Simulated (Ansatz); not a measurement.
A run of Ansatz 0.2.0:

Contents of input.yaml:

```yaml
crystal:
  lattice:
    - [3.27188478, 0.0, 0.0]
    - [0.0, 3.27188478, 0.0]
    - [0.0, 0.0, 3.27188478]
  atoms:
    - { symbol: In, position: [0.0, 0.0, 0.0] }
    - { symbol: Pd, position: [0.5, 0.5, 0.5] }
hamiltonian:
  xc: pbesol
  pseudopotentials: { kind: paw }
kpoints:
  mp_grid: { grid: [8, 8, 8] }
scf:
  occupations: { method: fermi_dirac, width: 0.05 }
output:
  forces: true
  stress: true
  eigenvalues: true
relax:
  f_tol: 0.01
  max_steps: 40
  cell: { stress_tol: 0.05 }
```

Potentials or basis: Ansatz PAW.

Run with:

```console
$ ansatz run input.yaml --threads 2 --pin off --max-ram 5632MiB --backend cpu --events-out ev --progress --plain --runs-dir out
```

Hardware: 2 threads of Intel(R) Xeon(R) Processor @ 2.50GHz (Skylake/Cascade Lake), on a shared host.

Problem. How long does it take, and how much memory?

Solution. Run time: 11 s on 2 threads of Intel(R) Xeon(R) Processor @ 2.50GHz (Skylake/Cascade Lake) (shared host), peak memory 0.35 GiB. Counts: scf iterations 31, plane waves 691, k points 35, bands 20, ion steps 5.
